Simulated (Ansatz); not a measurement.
## Mg2Ge (antifluorite) by several functionals

All numbers come from Ansatz. Calculated for a static, non-magnetic cell.

Structure: antifluorite Mg2Ge, at its r2SCAN minimum. Space group Fm-3m (No. 225), cubic; conventional cell a = 6.366 Å, 21.50 Å³ an atom. Ge is surrounded by 8 Mg at 2.76 Å; Mg is surrounded by 4 Ge at 2.76 Å.

```
CELL_PARAMETERS angstrom
0.00000 3.18310 3.18310
3.18310 0.00000 3.18310
3.18310 3.18310 0.00000
ATOMIC_POSITIONS crystal
Ge 0.00000 0.00000 0.00000
Mg 0.25000 0.25000 0.25000
Mg 0.75000 0.75000 0.75000
```

Relaxed lattice by functional, symmetry kept:
```
functional  k mesh  a (Å)  volume (Å³/atom)
       PBE   6×6×6  6.419             22.04
    r2SCAN   6×6×6  6.366             21.50
```

Band edges at fixed r2SCAN geometry:
```tsv
level	k mesh	gap (eV)	kind	edges	least direct gap (eV)	rough cost
PBE	8×8×8	0.14	indirect	Γ → X	1.09	4 core-seconds
PBE+SOC	8×8×8	0.08	indirect	Γ → X	1.03	16 core-seconds
r2SCAN	8×8×8	0.44	indirect	Γ → X	1.67	8 core-seconds
HSE06	6×6×6	0.51	indirect	Γ → X	1.75	2.3 core-minutes
```
All runs use a smearing of 0.02 eV.
Wave cutoffs: 420 eV, 500 eV (r2SCAN).
Costs come from shared machines and give only the order; PBE's includes the band path. The runs had 2 threads of AMD EPYC 7R13 Processor (Zen 3) (shared host).

HSE06 gives an indirect gap of 0.51 eV, from Γ to X; the least direct gap is 1.75 eV at Γ. Spin-orbit coupling changes the PBE gap by -0.06 eV, to 0.08 eV.

r2SCAN covers 80 % of the step from PBE to HSE06, while HSE06 needs about 18 times r2SCAN's cost (on a coarser mesh). For gaps to 0.1 eV, spin-orbit coupling (up to 0.06 eV here) is at the margin. Among these functionals the gap stays indirect.

Only the levels marked +SOC include spin-orbit coupling.

Gaps or overlaps of about a tenth of an eV are at the limit of these meshes: between the points read a gap can be smaller or closed.
